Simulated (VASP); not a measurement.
**CdO (Monteponite): single point with PBEsol**

Crystal: CdO (Monteponite).

```
Cd O
1.0
     0.00000    2.34765    2.34765
     2.34765    0.00000    2.34765
     2.34765    2.34765    0.00000
Cd O
1 1
Cartesian
  0.0000 0.0000 0.0000
  2.3476 2.3476 2.3476
```

```yaml
Program: VASP 6.6.1
Task: single point
Functional: PBEsol
Potentials_or_basis: VASP PAW PBE potentials, release 64 (Cd, O)
Cutoff: 520 eV
k_mesh: 8 × 8 × 8
Occupations: gaussian, width 0.02 eV
Spin: no spin polarisation
```

The pressure is 1.1 GPa and the band gap on the k mesh is none (metal or under the smearing width).

Levels at points of the mesh, in eV from the Fermi level:
```csv
k point,band 6,band 7,band 8,band 9,band 10,band 11,band 12,band 13
"(0.00, 0.00, 0.00)",-6.38,-1.39,-1.39,-1.39,-0.54,14.75,16.88,16.88
"(0.50, 0.00, 0.00)",-6.11,-3.86,-0.02,-0.02,4.27,7.24,11.80,11.80
"(0.50, 0.50, 0.00)",-5.65,-4.45,-2.38,-2.38,3.76,8.43,11.05,13.23
```

Run time: 9.5 s on 1 thread of AMD EPYC 9R14 (Zen 4) (shared host), peak memory 0.13 GiB.

Caveat: the PAW data sets were made with another functional, which shifts forces and pressure a little; this crystal is a semiconductor, whose small gap the functional closes, so the metal is an error of the method.
